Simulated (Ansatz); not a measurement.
Antifluorite Li2Se (r2SCAN geometry), in Ansatz:

Space group Fm-3m (No. 225). a = 5.987 Å, b = 5.987 Å, c = 5.987 Å, α = 90.00°, β = 90.00°, γ = 90.00°
```json
{"atom": "Se", "site": "4a", "symmetry": "m-3m", "x": "0.0000", "y": "0.0000", "z": "0.0000"}
{"atom": "Li", "site": "8c", "symmetry": "-43m", "x": "0.2500", "y": "0.7500", "z": "0.7500"}
```

G0W0@PBE with 294 empty bands, a screening cutoff of 180 eV and a 6×6×6 mesh (PAW, contour deformation) gives 4.498 eV over the mesh points, from a PBE gap of 2.974 eV; it sums over 305 bands with 283 plane waves in the screening and a wave cutoff of 420 eV. G0W0 here is at a finite number of bands, screening cutoff and k mesh, not at the basis limit. Calculated for a static, non-magnetic cell.

(1) Another run gave a Kohn-Sham gap of 2.974 eV and a G0W0 gap of 4.475 eV, summing over 305 bands with 283 plane waves in the screening and a wave cutoff of 1170 eV. What was changed?

(2) Estimate the gap with starting point r2SCAN, with them a wave cutoff of 500 eV.

(3) Another run gave a Kohn-Sham gap of 2.974 eV and a G0W0 gap of 4.444 eV, summing over 305 bands with 283 plane waves in the screening and a wave cutoff of 420 eV. What was changed?

(4) Estimate the gap with starting point HSE06.

## Answers

(1) Potentials of the kind norm-conserving, with them a wave cutoff of 1170 eV. The wave cutoff gives it away.

(2) 4.757 eV (+0.259 eV), from a Kohn-Sham gap of 3.478 eV.

(3) Frequency model Godby-Needs pole. Only the quasiparticle gap differs.

(4) 4.909 eV (+0.411 eV), from a Kohn-Sham gap of 3.816 eV.

Spin-orbit coupling is left out.
